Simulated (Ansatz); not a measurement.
Energy ranking of Si5Mo structures

Method: DFT PBE, scalar-relativistic, plane waves, PAW (Ansatz). Settings: cutoff 420 eV, Γ-centred meshes spaced at most about 0.3 Å⁻¹, and about 0.25 Å⁻¹ or finer for metals (2π included), Gaussian smearing. Spin is collinear in cells that carry moments; the others ran without spin or lost their moments.

The zero of energy is the elements' standard structures at the same level; no fitted shifts are applied.

All energies are static (0 K, no zero-point motion). Larger cells and other orderings weren't all tried, so the list isn't exhaustive. The magnetic state reached may not be the lowest.

Invented guesses were relaxed alike, and ends that match in structure, energy and magnetic state were merged. ΔE counts from the first row. Coordination counts Si atoms around Mo (those within 1.25 times the shortest such distance or 1.15 times the sum of covalent radii; a plus sign parts nearer from farther groups; the shortest distance is added where it is long for a bond). The ends were matched against large subsets of the Crystallography Open Database and the Materials Project, so a missing match doesn't prove that a structure is unreported.

```tsv
#	reached from	type and space group	atoms	Å³/atom	coordination	ΔE (meV/atom)	gap on mesh (eV)	moments	in databases
1	MgCd5 type (P-6m2)	P-6m2 (No. 187)	6	14.8	Mo 6	0	0.00	none	no match
2	random cell	P4/mmm (No. 123)	6	19.0	Mo 8	97	0.00	none	no match
3	Be5Pd type (F-43m)	F-43m (No. 216)	6	14.1	Mo 16	146	0.00	none	no match
4	random cell	R-3m (No. 166)	6	19.3	Mo 8	243	0.00	none	no match
5	YFe5 type (P6/mmm)	P6/mmm (No. 191)	6	15.0	Mo 6+12	293	0.00	none	no match
6	random cell	P6/mmm (No. 191)	6	23.6	Mo 12+12 from 4.3 Å	949	0.00	parallel, 1.4 μB	no match
```

The lowest: Space group P-6m2 (No. 187), hexagonal, a = 2.909 Å, c = 12.161 Å. Around Si on a site of symmetry 3m lie 3 Mo at 2.57 Å, 3 Si at 2.62 Å and 6 Si at 2.91 Å; around Si on a second site of symmetry 3m lie 6 Si at 2.62–2.70 Å and 6 Si at 2.91 Å; Si on a site of symmetry -6m2 is surrounded by 6 Si at 2.70 Å and 6 Si at 2.91 Å; Mo is surrounded by 6 Si at 2.57 Å and 6 Mo at 2.91 Å. Its energy over the elements is +0.34 eV/atom. The separate elements lie lower, so it is unstable against them. An observed structure of this formula, if there is one, may be missing.

```
Si Mo
1.0
     2.90854    0.00000    0.00000
    -1.45427    2.51887    0.00000
     0.00000    0.00000   12.16067
Si Mo
5 1
Direct
  0.66667 0.33333 0.83958
  0.00000 0.00000 0.67386
  0.66667 0.33333 0.50000
  0.00000 0.00000 0.32614
  0.66667 0.33333 0.16042
  0.00000 0.00000 0.00000
```

The second: Space group P4/mmm (No. 123), tetragonal, a = 6.186 Å, c = 2.977 Å. Si on a site of symmetry m2m has 1 Si at 2.38 Å and 2 Mo at 2.49 Å; Si on a site of symmetry 4/mmm has 4 Si at 2.38 Å and 2 Si at 2.98 Å; Mo is surrounded by 8 Si at 2.49 Å and 2 Mo at 2.98 Å. Counting Si atoms around Mo, the first has Mo 6 and the second has Mo 8. The second holds Si–Si units of three or more atoms (shortest 2.38 Å); in the first the shortest Si–Si distance is 2.62 Å, near bonding range too. Cells relaxed within their symmetry can be saddle points.

```cif
data_structure
_symmetry_space_group_name_H-M 'P 1'
_symmetry_Int_Tables_number 1
_cell_length_a 6.1857
_cell_length_b 6.1857
_cell_length_c 2.9768
_cell_angle_alpha 90.000
_cell_angle_beta 90.000
_cell_angle_gamma 90.000
_cell_volume 113.90
loop_
_atom_site_label
_atom_site_type_symbol
_atom_site_fract_x
_atom_site_fract_y
_atom_site_fract_z
_atom_site_occupancy
Si1 Si 0.27234 0.27234 0.00000 1
Si2 Si 0.72766 0.72766 0.00000 1
Si3 Si 0.72766 0.27234 0.00000 1
Si4 Si 0.27234 0.72766 0.00000 1
Si5 Si 0.00000 0.00000 0.00000 1
Mo1 Mo 0.50000 0.50000 0.50000 1
```

Some structure types and database cells were kept out of the candidates from the start, so a known form may be missing.
